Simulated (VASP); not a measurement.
A run of VASP 6.6.1:

INCAR

```
  ALGO = Fast
  EDIFF = 1E-6
  EDIFFG = -0.005
  ENCUT = 600
  GGA = PS
  IBRION = 2
  ISIF = 3
  ISMEAR = 1
  LASPH = True
  LCHARG = False
  LREAL = False
  LWAVE = False
  NELM = 120
  NSW = 60
  PREC = Accurate
  SIGMA = 0.1
```

Contents of KPOINTS:

```
k-points
0
Gamma
  18 18 18
```

The input POSCAR:

```
Au
1.0
    0.0000000000      2.0400000000      2.0400000000
    2.0400000000      0.0000000000      2.0400000000
    2.0400000000      2.0400000000      0.0000000000
Au
1
Direct
    0.0000000000      0.0000000000      0.0000000000
```

Potentials or basis: VASP PAW PBE potentials, release 64 (Au).

Run with:

```sh
$ cat potpaw_PBE.64/Au/POTCAR > POTCAR
$ mpirun -np 1 vasp_std > vasp.out
```

Hardware: 1 thread of Intel(R) Xeon(R) Platinum 8488C (Sapphire Rapids), with other jobs on the host.

**Question.** How long does it take, and how much memory?

**Answer.** Wall time 36 s on 1 thread of Intel(R) Xeon(R) Platinum 8488C (Sapphire Rapids) (shared host), peak memory 0.17 GiB. Counts: scf iterations 23, k points 195, ion steps 3.
